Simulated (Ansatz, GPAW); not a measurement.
# A Pt chain with two P atoms in line: relaxation, then transmission at several levels, part 2 of 3

How well does a Pt chain with two P atoms in line conduct once its atoms have relaxed, and how much do cheaper levels lose?

GPAW 26.7.0 and Ansatz 0.2.0; Ansatz plane waves; relaxation of the junction with the lead ends held (the session's first sound run).

So far, transmission at the Fermi level (one spin): step 3 (plane waves, PBE) 1.32.

**4. Double-zeta polarised basis**

The script solves lead and junction separately, takes H and S in the orbital basis, and joins semi-infinite leads through their self-energies; the dzp basis is the working standard.

This step: GPAW LCAO, PAW setups; Landauer transmission from Green's functions with principal layers (ASE), zero bias (GPAW 26.7.0).

The input, run.py:

```python
import json
import numpy as np
from ase import Atoms
from ase.transport.calculators import TransportCalculator
from gpaw import GPAW, FermiDirac
from gpaw.lcao.tools import get_lcao_hamiltonian
from scipy.linalg import eigh

# The junction with lead layers at both ends, along the third cell vector
device = Atoms(
    ['Pt', 'Pt', 'Pt', 'Pt', 'Pt', 'Pt', 'Pt', 'Pt', 'P', 'P', 'Pt', 'Pt', 'Pt', 'Pt', 'Pt', 'Pt', 'Pt', 'Pt'],
    positions=[
        [4.50000, 4.50000, 1.20000],
        [4.50000, 4.50000, 3.60000],
        [4.50000, 4.50000, 6.00000],
        [4.50000, 4.50000, 8.40000],
        [4.50000, 4.50000, 10.80000],
        [4.50000, 4.50000, 13.20000],
        [4.78315, 4.02418, 15.60536],
        [4.39722, 4.68462, 18.03764],
        [4.48483, 4.42511, 20.23189],
        [4.52441, 4.56819, 22.23023],
        [4.31571, 4.38339, 24.42431],
        [4.97154, 4.77381, 26.85662],
        [4.50000, 4.50000, 29.26380],
        [4.50000, 4.50000, 31.66380],
        [4.50000, 4.50000, 34.06380],
        [4.50000, 4.50000, 36.46380],
        [4.50000, 4.50000, 38.86380],
        [4.50000, 4.50000, 41.26380]],
    cell=[[9.0, 0.0, 0.0], [0.0, 9.0, 0.0], [0.0, 0.0, 42.4638]],
    pbc=True)

# One principal layer of the lead: the first 5 atoms of the device
lead = Atoms(
    ['Pt', 'Pt', 'Pt', 'Pt', 'Pt'],
    positions=[
        [4.50000, 4.50000, 1.20000],
        [4.50000, 4.50000, 3.60000],
        [4.50000, 4.50000, 6.00000],
        [4.50000, 4.50000, 8.40000],
        [4.50000, 4.50000, 10.80000]],
    cell=[[9.0, 0.0, 0.0], [0.0, 9.0, 0.0], [0.0, 0.0, 12.0]],
    pbc=True)

settings = dict(mode='lcao', basis='dzp', xc='PBE', h=0.2,
                occupations=FermiDirac(0.1), maxiter=250,
                mixer=dict(beta=0.1, nmaxold=8, weight=100.0),
                convergence=dict(density=0.0001))
energies = np.arange(-2, 2 + 1e-9, 0.025)
eta = 0.0001
n1, n2 = 1, 1
# k and -k transmit alike, so half of the mesh across the current serves
mesh = [(i, j) for i in range(n1) for j in range(n2) if (i, j) <= (-i % n1, -j % n2)]
weights = np.array([1 if (i, j) == (-i % n1, -j % n2) else 2 for i, j in mesh]) / (n1 * n2)

# [... helper functions left out ...]
fermi_lead = ground_state(lead, (1, 1, 10), 'lead.txt')
fermi_device = ground_state(device, (1, 1, 2), 'device.txt')
# [... loop over the mesh left out, but for ...]
        # Shift the lead onto the potential of the device's first layer
        shift = ((H[:, 0, 0] - H0[:, 0, 0]) / S0[0, 0]).real.mean()
# [...]
kT = 8.617333e-5 * 300
bias = [0.1, 0.2, 0.5, 1.0, 1.5, 2.0]
# [... integrals and printing left out ...]
```

Launch:

```
> OMP_NUM_THREADS=1 OPENBLAS_NUM_THREADS=1 python run.py
```

Elapsed: 5.1 min, on 1 thread of Arm Neoverse V1, shared host; peak memory 1.6 GiB.

Numbers from this step:

| Item | Value |
| --- | --- |
| conductance | 1.203 G₀ |
| thermopower | 21.39 μV/K |
| largest coupling past the next principal layer | 8.09e-6 eV |
| largest misfit of the first principal layer | 0.2025 eV |
| shift that aligns the lead | -0.001967 eV |
| basis functions of the junction | 458 |
| basis functions of a principal layer | 135 |
| transmission at the Fermi level (one spin) | 1.186 |

One spin. The transmission, zone mean by energy, zero at the Fermi level:

energy (eV), transmission, zone mean and a bar:
```
   -2.000       2.16 #######################
   -1.900       2.08 ######################
   -1.800       2.01 ######################
   -1.700       1.96 #####################
   -1.600       1.91 #####################
   -1.500       1.97 #####################
   -1.400       2.09 ######################
   -1.300       2.18 #######################
   -1.200       2.31 #########################
   -1.100       2.48 ###########################
   -1.000       2.58 ############################
   -0.925       2.62 ############################
   -0.900       2.62 ############################
   -0.800       2.49 ###########################
   -0.700       2.31 #########################
   -0.600       2.13 #######################
   -0.500       2.12 #######################
   -0.400       1.65 ##################
   -0.300       1.82 ###################
   -0.250       2.78 ##############################
   -0.200       2.43 ##########################
   -0.100       1.62 #################
    0.000       1.19 ############
    0.100       0.91 #########
    0.200       0.70 #######
    0.300       0.57 ######
    0.400       0.49 #####
    0.500       0.43 ####
    0.600       0.38 ####
    0.700       0.33 ###
    0.800       0.35 ###
    0.900       0.38 ####
    1.000       0.42 ####
    1.100       0.46 ####
    1.200       0.50 #####
    1.300       0.55 #####
    1.400       0.61 ######
    1.500       0.67 #######
    1.600       0.75 ########
    1.700       0.86 #########
    1.800       0.99 ##########
    1.900       0.05 
    2.000       0.33 ###
```

Not self-consistent under bias; the bias window is split evenly. The current through one cell, from the zero-bias transmission by bias:

| bias (V) | current through one cell, from the zero-bias transmission (μA) |
| --- | --- |
| 0.100 | 9.37 |
| 0.200 | 19.1 |
| 0.500 | 52.4 |
| 1.000 | 99.2 |
| 1.500 | 149 |
| 2.000 | 206 |

Table of transmission of the three most open eigenchannels by energy, zero at the Fermi level:

| energy (eV) | channel 1 | channel 2 | channel 3 |
| --- | --- | --- | --- |
| -2.000 | 0.997 | 0.678 | 0.486 |
| -1.800 | 0.931 | 0.554 | 0.527 |
| -1.600 | 0.757 | 0.612 | 0.545 |
| -1.400 | 0.735 | 0.708 | 0.642 |
| -1.200 | 0.852 | 0.733 | 0.726 |
| -1.000 | 0.939 | 0.923 | 0.720 |
| -0.800 | 0.996 | 0.996 | 0.494 |
| -0.600 | 0.944 | 0.888 | 0.302 |
| -0.400 | 0.835 | 0.690 | 0.121 |
| -0.200 | 0.938 | 0.824 | 0.667 |
| 0.000 | 0.646 | 0.336 | 0.204 |
| 0.200 | 0.543 | 0.0999 | 0.0604 |
| 0.400 | 0.486 | 0.00369 | 0.00318 |
| 0.600 | 0.383 | 4.0e-4 | 1.8e-4 |
| 0.800 | 0.347 | 5.0e-10 | 0 |
| 1.000 | 0.419 | 5.0e-10 | 0 |
| 1.200 | 0.501 | 5.1e-10 | 0 |
| 1.400 | 0.606 | 5.1e-10 | 0 |
| 1.600 | 0.753 | 5.1e-10 | 0 |
| 1.800 | 0.995 | 4.9e-10 | 0 |
| 2.000 | 0.327 | 5.2e-10 | 0 |

At the Fermi level T is 1.19 against 1.32 in plane waves. Couplings past the next layer reach 8.1e-6 eV, small enough to drop; the matrix elements of the cell's first layer differ from the bulk lead's by up to 0.20 eV. That layer keeps its own values in the calculation, and only beyond it is the lead taken as perfect. The Fermi levels of lead and junction count from different zeros of potential, one for each periodic cell; with both set to zero, the small remaining shift is what aligns them. Without spin-orbit coupling, which is large for these atoms, channel counts and T are those of the scalar-relativistic bands. By hand: G = 1.203 × 77.48 μS = 93.2 μS, a resistance of 10.7 kΩ; at 0.1 V a linear junction would pass 9.32 μA, and the integral over the bias window gives 9.37 μA. Mott's formula, S = -(π²/3)(k_B²T/e) d ln T/dE, has the prefactor 7.33 μV/K·eV at 300 K; T = 1.273 at -0.025 eV and 1.108 at 0.025 eV give a slope of -2.78 per eV and S = 20.3 μV/K, beside 21.4 μV/K from the thermal integral, which interpolates the same grid.

**5. GPAW, szp: basis = "szp(dzp)"**

One radial function a shell plus polarisation makes the matrices smaller; the question is what that costs.

run.py, as its differences from that of step 4:

```diff
@@ -45,3 +45,3 @@
 
-settings = dict(mode='lcao', basis='dzp', xc='PBE', h=0.2,
+settings = dict(mode='lcao', basis='szp(dzp)', xc='PBE', h=0.2,
                 occupations=FermiDirac(0.1), maxiter=250,
```

Run time: 3.3 min. Hardware: 1 thread; peak memory 1.5 GiB.

This step gave:

- conductance: 1.150 G₀
- thermopower: 21.58 μV/K
- largest coupling past the next principal layer: 8.13e-6 eV
- largest misfit of the first principal layer: 0.2172 eV
- shift that aligns the lead: -0.001349 eV
- basis functions of the junction: 258
- basis functions of a principal layer: 75
- transmission at the Fermi level (one spin): 1.134

One spin. Table of transmission, zone mean by energy, zero at the Fermi level:

| energy (eV) | transmission, zone mean |
| --- | --- |
| -2.000 | 2.10 |
| -1.800 | 1.98 |
| -1.600 | 1.94 |
| -1.400 | 2.03 |
| -1.200 | 2.33 |
| -1.000 | 2.60 |
| -0.900 | 2.67 |
| -0.800 | 2.54 |
| -0.600 | 2.24 |
| -0.400 | 1.51 |
| -0.250 | 2.76 |
| -0.200 | 2.33 |
| 0.000 | 1.13 |
| 0.200 | 0.661 |
| 0.400 | 0.453 |
| 0.600 | 0.349 |
| 0.800 | 0.349 |
| 1.000 | 0.413 |
| 1.200 | 0.493 |
| 1.400 | 0.597 |
| 1.600 | 0.746 |
| 1.800 | 0.997 |
| 2.000 | 0.398 |

The conductance, 1.15 G₀, lies 4.4 % below that of the dzp run.

**6. Minimal basis**

One function for each valence shell of the setup, as for a first survey of a large system.

run.py, as its differences from that of step 5:

```diff
@@ -45,3 +45,3 @@
 
-settings = dict(mode='lcao', basis='szp(dzp)', xc='PBE', h=0.2,
+settings = dict(mode='lcao', basis='sz(dzp)', xc='PBE', h=0.2,
                 occupations=FermiDirac(0.1), maxiter=250,
```

Run time: 2.1 min. Hardware: 1 thread; peak memory 1.4 GiB.

This step gave:

* conductance: 1.301 G₀
* thermopower: 19.59 μV/K
* largest coupling past the next principal layer: 8.11e-6 eV
* largest misfit of the first principal layer: 0.08407 eV
* shift that aligns the lead: -0.001831 eV
* basis functions of the junction: 200
* basis functions of a principal layer: 60
* transmission at the Fermi level (one spin): 1.288

One spin. The transmission, zone mean by energy, zero at the Fermi level:

| energy (eV) | transmission, zone mean |
| --- | --- |
| -2.000 | 2.31 |
| -1.900 | 2.25 |
| -1.800 | 2.21 |
| -1.700 | 2.19 |
| -1.600 | 2.19 |
| -1.500 | 2.13 |
| -1.400 | 2.32 |
| -1.300 | 2.41 |
| -1.200 | 2.53 |
| -1.100 | 2.60 |
| -1.000 | 2.62 |
| -0.900 | 2.60 |
| -0.800 | 2.45 |
| -0.700 | 2.26 |
| -0.600 | 2.18 |
| -0.500 | 2.08 |
| -0.400 | 1.76 |
| -0.300 | 1.77 |
| -0.250 | 2.70 |
| -0.200 | 2.44 |
| -0.100 | 1.70 |
| 0.000 | 1.29 |
| 0.100 | 0.998 |
| 0.200 | 0.763 |
| 0.300 | 0.592 |
| 0.400 | 0.495 |
| 0.500 | 0.428 |
| 0.600 | 0.368 |
| 0.700 | 0.341 |
| 0.800 | 0.378 |
| 0.900 | 0.411 |
| 1.000 | 0.446 |
| 1.100 | 0.485 |
| 1.200 | 0.529 |
| 1.300 | 0.581 |
| 1.400 | 0.647 |
| 1.500 | 0.747 |
| 1.600 | 0.975 |
| 1.700 | 0.310 |
| 1.800 | 0.562 |
| 1.900 | 0.658 |
| 2.000 | 0.718 |

The conductance, 1.30 G₀, lies 8.2 % above that of the dzp run.

**7. LDA in the dzp basis: xc = "LDA"**

Back in the dzp basis, the functional changes from PBE to LDA, to set the spread between functionals beside that between bases.

run.py, as its differences from that of step 6:

```diff
@@ -45,3 +45,3 @@
 
-settings = dict(mode='lcao', basis='sz(dzp)', xc='PBE', h=0.2,
+settings = dict(mode='lcao', basis='dzp', xc='LDA', h=0.2,
                 occupations=FermiDirac(0.1), maxiter=250,
```

The job ended after 4.6 min (1 thread; peak memory 1.6 GiB).

Numbers from this step:

* conductance: 1.221 G₀
* thermopower: 21.99 μV/K
* largest coupling past the next principal layer: 8.32e-6 eV
* largest misfit of the first principal layer: 0.1961 eV
* shift that aligns the lead: -0.003424 eV
* basis functions of the junction: 458
* basis functions of a principal layer: 135
* transmission at the Fermi level (one spin): 1.202

The conductance, 1.22 G₀, lies 1.6 % above that of the dzp run.

**8. Without the relaxation: geometry = "as built"**

The dzp basis with PBE on the structure as first built shows what the relaxation was worth.

run.py, as its differences from that of step 7:

```diff
@@ -18,8 +18,8 @@
         [4.50000, 4.50000, 13.20000],
-        [4.78315, 4.02418, 15.60536],
-        [4.39722, 4.68462, 18.03764],
-        [4.48483, 4.42511, 20.23189],
-        [4.52441, 4.56819, 22.23023],
-        [4.31571, 4.38339, 24.42431],
-        [4.97154, 4.77381, 26.85662],
+        [4.50000, 4.50000, 15.60000],
+        [4.50000, 4.50000, 18.00000],
+        [4.50000, 4.50000, 20.21190],
+        [4.50000, 4.50000, 22.25190],
+        [4.50000, 4.50000, 24.46380],
+        [4.50000, 4.50000, 26.86380],
         [4.50000, 4.50000, 29.26380],
@@ -45,3 +45,3 @@
 
-settings = dict(mode='lcao', basis='dzp', xc='LDA', h=0.2,
+settings = dict(mode='lcao', basis='dzp', xc='PBE', h=0.2,
                 occupations=FermiDirac(0.1), maxiter=250,
```

Run time: 3.9 min. Hardware: 1 thread; peak memory 1.6 GiB.

This step gave:

- conductance: 2.335 G₀
- thermopower: 1.545 μV/K
- largest coupling past the next principal layer: 8.09e-6 eV
- largest misfit of the first principal layer: 0.08488 eV
- shift that aligns the lead: -0.007807 eV
- transmission at the Fermi level (one spin): 2.342

One spin. The transmission, zone mean by energy, zero at the Fermi level:

| energy (eV) | transmission, zone mean |
| --- | --- |
| -2.000 | 1.98 |
| -1.900 | 2.07 |
| -1.800 | 2.16 |
| -1.700 | 2.26 |
| -1.600 | 2.38 |
| -1.500 | 2.47 |
| -1.400 | 2.54 |
| -1.300 | 2.56 |
| -1.225 | 2.56 |
| -1.200 | 2.56 |
| -1.100 | 2.55 |
| -1.000 | 2.52 |
| -0.900 | 2.47 |
| -0.800 | 2.44 |
| -0.700 | 2.41 |
| -0.600 | 2.39 |
| -0.500 | 2.37 |
| -0.400 | 2.36 |
| -0.300 | 2.36 |
| -0.200 | 2.37 |
| -0.100 | 2.36 |
| 0.000 | 2.34 |
| 0.100 | 2.26 |
| 0.200 | 2.08 |
| 0.300 | 1.76 |
| 0.400 | 1.45 |
| 0.500 | 1.17 |
| 0.600 | 0.880 |
| 0.700 | 0.492 |
| 0.800 | 0.363 |
| 0.900 | 0.373 |
| 1.000 | 0.384 |
| 1.100 | 0.396 |
| 1.200 | 0.409 |
| 1.300 | 0.422 |
| 1.400 | 0.435 |
| 1.500 | 0.448 |
| 1.600 | 0.461 |
| 1.700 | 0.473 |
| 1.800 | 0.485 |
| 1.900 | 0.496 |
| 2.000 | 0.507 |

The conductance, 2.33 G₀, lies 94 % above that of the dzp run.

**9. All levels side by side**

Times are wall times on the hardware named with each run. The runs compared:

| no. | run | conductance (G₀) | time | memory (GiB) |
| --- | --- | --- | --- | --- |
| 1 | pw PBE | 1.331 | 3 min | 5.3 |
| 2 | dzp | 1.203 | 5.1 min | 1.6 |
| 3 | szp | 1.150 | 3.3 min | 1.5 |
| 4 | sz | 1.301 | 2.1 min | 1.4 |
| 5 | dzp LDA | 1.221 | 4.6 min | 1.6 |
| 6 | asbuilt | 2.335 | 3.9 min | 1.6 |

**10. The levels side by side**

The curves are compared point by point over the common energies.

This step: comparison of transmission and cost over codes, levels and geometry (GPAW 26.7.0).

Ladder, by row:

| step | code | T at the Fermi level (sum over the listed spins) | conductance (G0) | r.m.s. T(E) from the first | wall time (s) | peak memory (GiB) | threads |
| --- | --- | --- | --- | --- | --- | --- | --- |
| pw-pbe | Ansatz | 1.322 | 1.331 | 0 | 178.1 | 5.334 | 4 |
| dzp | GPAW | 1.186 | 1.203 | 0.2371 | 303.6 | 1.56 | 1 |
| szp | GPAW | 1.134 | 1.15 | 0.2433 | 197.4 | 1.49 | 1 |
| sz | GPAW | 1.288 | 1.301 | 0.2655 | 127.9 | 1.44 | 1 |
| dzp-LDA | GPAW | 1.202 | 1.221 | 0.2515 | 274 | 1.57 | 1 |
| asbuilt | GPAW | 2.342 | 2.335 | 0.5361 | 233.6 | 1.57 | 1 |

The transmission, zone mean, sum over the listed spins by energy, zero at the Fermi level:

| energy (eV) | pw-pbe | dzp | szp | sz | dzp-LDA | asbuilt |
| --- | --- | --- | --- | --- | --- | --- |
| -2.000 | 2.22 | 2.16 | 2.10 | 2.31 | 2.11 | 1.98 |
| -1.800 | 2.07 | 2.01 | 1.98 | 2.21 | 1.94 | 2.16 |
| -1.600 | 1.90 | 1.91 | 1.94 | 2.19 | 1.82 | 2.38 |
| -1.400 | 2.06 | 2.09 | 2.03 | 2.32 | 2.03 | 2.54 |
| -1.200 | 2.29 | 2.31 | 2.33 | 2.53 | 2.24 | 2.56 |
| -1.000 | 2.55 | 2.58 | 2.60 | 2.62 | 2.56 | 2.52 |
| -0.975 | 2.55 | 2.60 | 2.62 | 2.62 | 2.58 | 2.50 |
| -0.925 | 2.52 | 2.62 | 2.66 | 2.61 | 2.61 | 2.48 |
| -0.900 | 2.49 | 2.62 | 2.67 | 2.60 | 2.60 | 2.47 |
| -0.800 | 2.36 | 2.49 | 2.54 | 2.45 | 2.49 | 2.44 |
| -0.600 | 2.18 | 2.13 | 2.24 | 2.18 | 2.16 | 2.39 |
| -0.400 | 1.18 | 1.65 | 1.51 | 1.76 | 1.88 | 2.36 |
| -0.300 | 2.79 | 1.82 | 1.82 | 1.77 | 1.72 | 2.36 |
| -0.250 | 2.58 | 2.78 | 2.76 | 2.70 | 2.03 | 2.36 |
| -0.200 | 2.27 | 2.43 | 2.33 | 2.44 | 2.58 | 2.37 |
| 0.000 | 1.32 | 1.19 | 1.13 | 1.29 | 1.20 | 2.34 |
| 0.200 | 0.762 | 0.703 | 0.661 | 0.763 | 0.716 | 2.08 |
| 0.400 | 0.525 | 0.493 | 0.453 | 0.495 | 0.504 | 1.45 |
| 0.600 | 0.423 | 0.384 | 0.349 | 0.368 | 0.391 | 0.880 |
| 0.800 | 0.323 | 0.347 | 0.349 | 0.378 | 0.361 | 0.363 |
| 1.000 | 0.417 | 0.419 | 0.413 | 0.446 | 0.441 | 0.384 |
| 1.200 | 0.497 | 0.501 | 0.493 | 0.529 | 0.530 | 0.409 |
| 1.400 | 0.596 | 0.606 | 0.597 | 0.647 | 0.644 | 0.435 |
| 1.600 | 0.727 | 0.753 | 0.746 | 0.975 | 0.796 | 0.461 |
| 1.800 | 0.931 | 0.995 | 0.997 | 0.562 | 0.998 | 0.485 |
| 1.875 | 0.998 | 0.488 | 0.101 | 0.639 | 0.564 | 0.493 |
| 2.000 | 0.0167 | 0.327 | 0.398 | 0.718 | 0.272 | 0.507 |

(Continued in part 3 of 3.)

[Logs are printed without paths, hosts, clocks, repeated set-up lines and the standing remarks that a program may print on its own settings, such as how far it seeks lower states.]

[Hosts, paths, dates, database ids (printed as entryN), source tags and the programs' standing remarks are cut or masked in the printed files.]
